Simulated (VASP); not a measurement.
Write the native input for VASP 6.6.1 that does the following.

| Quantity | Value |
| --- | --- |
| Task | single point |
| Functional | r2SCAN |
| Potentials or basis | VASP PAW PBE potentials, release 64 (Ca_sv, O) |
| Cutoff | 520 eV |
| k mesh | 12 × 12 × 6 |
| Occupations | gaussian, width 0.01 eV |
| Spin | no spin polarisation |
| Dipole correction | no |
| Further INCAR settings | ALGO = Normal; EDIFF = 1e-06; NBANDS = 24 |

The system is CaO.

```
Ca O
1.0
     3.76366    0.00000    0.00000
    -1.88183    3.25943    0.00000
     0.00000    0.00000    4.50967
Ca O
2 2
Cartesian
  0.0000 2.1730 1.1274
  1.8818 1.0865 3.3823
  1.8818 1.0865 1.1274
  0.0000 2.1730 3.3823
```

The cell was built by a generator and needn't be a form met in nature.

The cell isn't the ideal one: hydrostatic strain -5.5%.

These files were run (other wordings do the same):

POSCAR

```
CaO
1.0
    3.7636627637      0.0000000000      0.0000000000
   -1.8818313819      3.2594275647      0.0000000000
    0.0000000000      0.0000000000      4.5096669876
Ca O
2 2
Direct
    0.3333333333      0.6666666667      0.2500000000
    0.6666666667      0.3333333333      0.7500000000
    0.6666666667      0.3333333333      0.2500000000
    0.3333333333      0.6666666667      0.7500000000
```

INCAR.step1

```
SYSTEM = CaO
  PREC = Accurate
  ENCUT = 520
  ISMEAR = 0
  SIGMA = 0.01
  LREAL = .False.
  LASPH = .True.
  NELM = 100
  NBANDS = 24
  GGA = PE
  ALGO = Normal
  EDIFF = 1E-4
  LWAVE = .True.
  LCHARG = .False.
```

INCAR.step2

```
SYSTEM = CaO
  PREC = Accurate
  ENCUT = 520
  EDIFF = 1E-6
  ISMEAR = 0
  SIGMA = 0.01
  LREAL = .False.
  LASPH = .True.
  NELM = 100
  ALGO = Normal
  ISIF = 2
  LWAVE = .False.
  LCHARG = .False.
  METAGGA = R2SCAN
  LMIXTAU = .True.
  NBANDS = 24
  ISTART = 1
```

KPOINTS

```
Automatic mesh
0
Gamma
  12 12 6
  0 0 0
```

Potentials or basis: VASP PAW PBE potentials, release 64 (Ca_sv, O).

Run with:

```sh
$ cat potpaw_PBE.64/Ca_sv/POTCAR potpaw_PBE.64/O/POTCAR > POTCAR
$ cp INCAR.step1 INCAR
$ mpirun -np 1 vasp_std > vasp.out
$ cp INCAR.step2 INCAR
$ mpirun -np 1 vasp_std > vasp.out
```

It gave:

The pressure is 24.5 GPa. The band gap on the k mesh is 4.20 eV, direct.

Caveat: so large a pressure means that the cell lies far from this level's equilibrium, or that cutoff or potentials fall short; the potentials were made for another functional, which shifts forces and pressure.

It took 3.8 min on 1 thread of AMD EPYC 9R14 (Zen 4), with other jobs on the host, peak memory 0.2 GiB.
